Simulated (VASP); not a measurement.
# SrO (I4/mmm) in VASP: a series of runs, part 2 of 2

VASP 6.6.1.

## Step 3: Single point, PBE (strain -0.040 along x and y, +0.040 along z, atoms carried along)

INCAR reads:

```
PREC = Accurate
ENCUT = 520
EDIFF = 1E-6
ISMEAR = 0
SIGMA = 0.05
LREAL = False
LASPH = True
NELM = 60
ALGO = Normal
ISIF = 2
LWAVE = False
LCHARG = False
GGA = PE
NBANDS = 15
```

KPOINTS reads:

```
Automatic mesh
0
Gamma
  8 8 8
```

POSCAR reads:

```
SrO
1.0
    0.0000000000      2.4934960882      2.7012874288
    2.4934960882      0.0000000000      2.7012874288
    2.4934960882      2.4934960882      0.0000000000
Sr O
1 1
Direct
    0.0000000000      0.0000000000      0.0000000000
    0.5000000000      0.5000000000      0.5000000000
```

Potentials or basis: VASP PAW PBE potentials, release 64 (Sr_sv, O).

Run with:

```sh
$ cat potpaw_PBE.64/Sr_sv/POTCAR potpaw_PBE.64/O/POTCAR > POTCAR
$ mpirun -np 1 vasp_std > vasp.out
```

Run time: 22 s. Hardware: 1 thread of Intel Xeon Platinum 8488C (Sapphire Rapids), shared host; peak memory 0.17 GiB.

It converged, with:

* Free energy: -11.9679 eV
* Pressure: 5.9 GPa
* Band gap on the k mesh: 3.10 eV, indirect (least direct gap 3.15 eV)

Stress tensor (GPa, compression positive):
```
 9.62  0.00  0.00
 0.00  9.62  0.00
 0.00  0.00 -1.39
```

Levels at points of the mesh, in eV from the valence-band top:
```csv
k point,band 5,band 6,band 7,band 8,band 9,band 10,band 11,band 12
"(0.00, 0.00, 0.00)",-14.03,-0.26,0.00,0.00,3.80,5.76,6.39,6.39
"(0.50, 0.00, 0.00)",-12.76,-2.29,-1.29,-1.29,6.48,8.40,8.82,8.93
"(0.50, 0.50, 0.00)",-14.32,-0.80,-0.07,-0.07,3.36,7.85,10.12,10.25
"(0.50, 0.00, 0.50)",-14.43,-0.38,-0.32,-0.04,3.10,7.72,10.27,10.44
```

A k mesh can miss the band edges.

## Step 4: Single point, PBE (strain +0.040 along x and y, -0.080 along z, atoms carried along)

INCAR reads:

```
ALGO = Normal
EDIFF = 1E-6
ENCUT = 520
GGA = PE
ISIF = 2
ISMEAR = 0
LASPH = T
LCHARG = F
LREAL = F
LWAVE = F
NBANDS = 15
NELM = 80
PREC = Accurate
SIGMA = 0.05
```

KPOINTS reads:

```
k-points
0
Gamma
  8 8 8
```

POSCAR reads:

```
SrO
1.0
    0.0000000000      2.7012874288      2.3896004178
    2.7012874288      0.0000000000      2.3896004178
    2.7012874288      2.7012874288      0.0000000000
Sr O
1 1
Direct
    0.0000000000      0.0000000000      0.0000000000
    0.5000000000      0.5000000000      0.5000000000
```

Potentials or basis: VASP PAW PBE potentials, release 64 (Sr_sv, O).

Run with:

```sh
$ cat potpaw_PBE.64/Sr_sv/POTCAR potpaw_PBE.64/O/POTCAR > POTCAR
$ mpirun -np 1 vasp_std > vasp.out
```

OUTCAR:

```text
EDIFF = 1E-6
   ENCUT = 520
   GGA = PE
   ISIF = 2
   ISMEAR = 0
   LASPH = T
   LREAL = F
   NELM = 80
   PREC = Accurate

 ion  position               nearest neighbor table
   1  0.000  0.000  0.000-   2 2.39   2 2.39   2 2.70   2 2.70   2 2.70   2 2.70
   2  0.500  0.500  0.500-   1 2.39   1 2.39   1 2.70   1 2.70   1 2.70   1 2.70

  LATTYP: Found a body centered tetragonal cell.
 ALAT       =     3.8201973177
 C/A-ratio  =     1.2510350744

  Lattice vectors:

[... 620 lines left out ...]
------------------------ aborting loop because EDIFF is reached ----------------------------------------

  FORCE on cell =-STRESS in cart. coord.  units (eV):
  Direction    XX          YY          ZZ          XY          YZ          ZX
  --------------------------------------------------------------------------------------
  -------------------------------------------------------------------------------------
  Total       -0.5287949     -0.5287949      3.8266020      0.0000000     -0.0000000      0.0000000
  in kB      -24.2941084    -24.2941084    175.8032911      0.0000000     -0.0000000      0.0000000
  external PRESSURE =      42.4050248 kB  Pullay stress =       0.0000000 kB

 VOLUME and BASIS-vectors are now :
 -----------------------------------------------------------------------------
  energy-cutoff  :      520.00
  volume of cell :       34.87
      direct lattice vectors                 reciprocal lattice vectors
     0.000000000  2.701287429  2.389600418    -0.185096926  0.185096926  0.209240004
     2.701287429  0.000000000  2.389600418     0.185096926 -0.185096926  0.209240004
     2.701287429  2.701287429  0.000000000     0.185096926  0.185096926 -0.209240004

 POSITION                                       TOTAL-FORCE (eV/Angst)
 -----------------------------------------------------------------------------------
      0.00000      0.00000      0.00000         0.000000     -0.000000      0.000000
      2.70129      2.70129      2.38960        -0.000000      0.000000      0.000000
 -----------------------------------------------------------------------------------
    total drift:                                0.000000      0.000000      0.000000

  FREE ENERGIE OF THE ION-ELECTRON SYSTEM (eV)
  ---------------------------------------------------
  free  energy   TOTEN  =       -11.8927218641 eV

  energy  without entropy=      -11.8927218641  energy(sigma->0) =      -11.89272186
```

stdout:

```text
POSCAR found type information on POSCAR SrO
 POSCAR found :  2 types and       2 ions
 scaLAPACK will be used
 LDA part: xc-table for (Slater+PW92), standard interpolation
 POSCAR, INCAR and KPOINTS ok, starting setup
 FFT: planning ... GRIDC
 FFT: planning ... GRID_SOFT
 FFT: planning ... GRID
 WAVECAR not read
 entering main loop
```

It took 24 s on 1 thread of Intel Xeon Platinum 8488C (Sapphire Rapids), shared host; peak memory 0.17 GiB.

What came out:

| Quantity | Value |
| --- | --- |
| Free energy | -11.8927 eV |
| Pressure | 4.2 GPa |
| Band gap on the k mesh | 2.62 eV, indirect (least direct gap 2.87 eV) |

Stress tensor (GPa, compression positive):
```
-2.43  0.00  0.00
 0.00 -2.43  0.00
 0.00  0.00 17.58
```

Levels at points of the mesh, in eV from the valence-band top:
```tsv
k point	band 5	band 6	band 7	band 8	band 9	band 10	band 11	band 12
(0.00, 0.00, 0.00)	-14.45	-0.52	-0.52	0.00	3.13	5.59	5.59	6.44
(0.50, 0.00, 0.00)	-12.99	-2.51	-1.56	-1.52	6.02	7.77	8.30	8.56
(0.50, 0.50, 0.00)	-14.95	-0.64	-0.64	-0.25	2.62	7.46	9.66	10.05
(0.50, 0.00, 0.50)	-14.67	-1.06	-0.64	-0.04	3.15	6.98	9.46	9.84
```

A k mesh can miss the band edges.

## Step 5: Single point, PBE (strain +0.080 along x and y, -0.080 along z, atoms carried along)

INCAR reads:

```
SYSTEM = SrO
ALGO = Normal
EDIFF = 1E-7
ENCUT = 520
GGA = PE
ISIF = 2
ISMEAR = 0
LASPH = .True.
LCHARG = .True.
LELF = .True.
LREAL = .False.
LVHAR = .True.
LWAVE = .False.
NBANDS = 15
NELM = 80
PREC = Accurate
SIGMA = 0.05
```

KPOINTS reads:

```
k-points
0
Gamma
  8 8 8
  0 0 0
```

POSCAR reads:

```
SrO
1.0
    0.0000000000      2.8051830992      2.3896004178
    2.8051830992      0.0000000000      2.3896004178
    2.8051830992      2.8051830992      0.0000000000
Sr O
1 1
Direct
    0.0000000000      0.0000000000      0.0000000000
    0.5000000000      0.5000000000      0.5000000000
```

Run with:

```sh
$ cat potpaw_PBE.64/Sr_sv/POTCAR potpaw_PBE.64/O/POTCAR > POTCAR
$ mpirun -np 1 vasp_std > vasp.out
```

Wall time 30 s (1 thread of Intel Xeon Platinum 8488C (Sapphire Rapids), shared host); peak memory 0.18 GiB.

It converged, with:

| Item | Value |
| --- | --- |
| Free energy | -11.8136 eV |
| Pressure | -0.1 GPa |
| Band gap on the k mesh | 2.52 eV, direct |

Stress tensor (GPa, compression positive):
```
-6.60  0.00  0.00
 0.00 -6.60  0.00
 0.00  0.00 12.82
```

Levels at points of the mesh, in eV from the valence-band top:
```tsv
k point	band 5	band 6	band 7	band 8	band 9	band 10	band 11	band 12
(0.00, 0.00, 0.00)	-14.78	-0.58	-0.58	0.00	2.52	5.39	5.39	6.39
(0.50, 0.00, 0.00)	-13.21	-2.43	-1.53	-1.47	5.63	7.11	7.81	8.18
(0.50, 0.50, 0.00)	-15.24	-0.76	-0.76	-0.29	2.54	7.00	9.17	9.50
(0.50, 0.00, 0.50)	-14.96	-1.22	-0.71	-0.07	3.23	6.31	8.63	9.09
```

## Step 6: Overview

```tsv
cell	gap on the mesh (eV)	pressure (GPa)
strain +0.080 along x and y, -0.040 along z, atoms carried along	2.64	-5.0
strain -0.040 along x and y, +0.040 along z, atoms carried along	3.10	5.9
strain +0.040 along x and y, -0.080 along z, atoms carried along	2.62	4.2
strain +0.080 along x and y, -0.080 along z, atoms carried along	2.52	-0.1
```

Alike in all rows: task single point; level PBE; potentials or basis VASP PAW PBE potentials, release 64 (Sr_sv, O); no spin polarisation; k mesh 8 × 8 × 8; cutoff (eV) 520; smearing gaussian 0.05 eV.

Total energies depend on the potentials used, so only differences within one code and one set of settings carry meaning.
